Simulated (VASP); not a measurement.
A run of VASP 6.6.1 is set up as follows.

File INCAR:

```
SYSTEM = LiF
  ALGO = Normal
  EDIFF = 1E-7
  ENCUT = 520
  GGA = PS
  ISIF = 2
  ISMEAR = 0
  LASPH = .True.
  LCHARG = .False.
  LREAL = .False.
  LWAVE = .False.
  NBANDS = 18
  NELM = 100
  PREC = Accurate
  SIGMA = 0.05
```

File KPOINTS:

```
k-points
0
Gamma
  9 9 6
  0 0 0
```

POSCAR

```
LiF
1.0
    3.1833774102      0.0000000000      0.0000000000
   -1.5916887051      2.7568857071      0.0000000000
    0.0000000000      0.0000000000      4.4227386044
Li F
2 2
Direct
    0.3333333333      0.6666666667      0.3811542600
    0.6666666667      0.3333333333      0.8811542600
    0.3333333333      0.6666666667      0.9938437400
    0.6666666667      0.3333333333      0.4938437400
```

Potentials or basis: VASP PAW PBE potentials, release 64 (Li_sv, F).

The run is started by

```bash
$ cat potpaw_PBE.64/Li_sv/POTCAR potpaw_PBE.64/F/POTCAR > POTCAR
$ mpirun -np 1 vasp_std > vasp.out
```

Estimate the band gap on the k mesh.

7.64 eV, direct.

What does it give for the largest force?

0.790 eV/Å.

Forces on the atoms (eV/Å):
```
Li   0.000  0.000  0.790
Li   0.000  0.000  0.790
F    0.000  0.000 -0.790
F    0.000  0.000 -0.790
```

Caveat: the PAW data sets were made with another functional, which shifts forces and pressure a little; an odd mesh through Γ misses points on the zone boundary, where band edges often lie.
